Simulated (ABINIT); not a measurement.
Input of an ABINIT 10.8.3 (patched build) run:

File run.abi:

```
# Datasets: one volume each
ndtset 7
getwfk -1
scalecart1 3*0.9795861087
scalecart2 3*0.9864848297
scalecart3 3*0.9932883884
scalecart4 3*1.0000000000
scalecart5 3*1.0066227096
scalecart6 3*1.0131594038
scalecart7 3*1.0196128224

# Pseudopotentials
pp_dirpath "./"
pseudos "Sb.GGA_PBE-JTH.xml"

# Structure
acell 3*1.0 Angstrom
rprim
     0.0000000000     2.3712425216     2.3712425216
     2.3712425216     0.0000000000     2.3712425216
     2.3712425216     2.3712425216     0.0000000000
ntypat 1
znucl 51
natom 1
typat 1
xred
     0.0000000000     0.0000000000     0.0000000000

# Plane-wave basis
ecut 19.0
pawecutdg 38.0

# k points
kptopt 1
ngkpt 10 10 10
nshiftk 1
shiftk 0.0 0.0 0.0

# Exchange and correlation
ixc -497498
usekden 1
pawxcdev 0

# Bands and occupations
nband 12
occopt 3
tsmear 0.05 eV

# SCF cycle
nstep 100
tolvrs 1.0e-7

# Output
iomode 3
prtwf 1
prtden 0
prteig 0
prtebands 0
enunit 1
```

Potentials or basis: JTH PAW PBE v2.0.

Command:

```console
$ abinit run.abi > log 2>&1
```

(1) What does it give for the bulk modulus?

(2) Predict the pressure derivative of the bulk modulus.

(3) Estimate the equilibrium volume.

Answers

(1) 57 GPa.

(2) 4.6 (rough: it moves with the points fitted).

(3) 27.24 Å³/atom.

Caveat: pressures at fixed basis lie under the slope of the energies; the PAW data sets were made with another functional, which shifts forces and pressure a little.
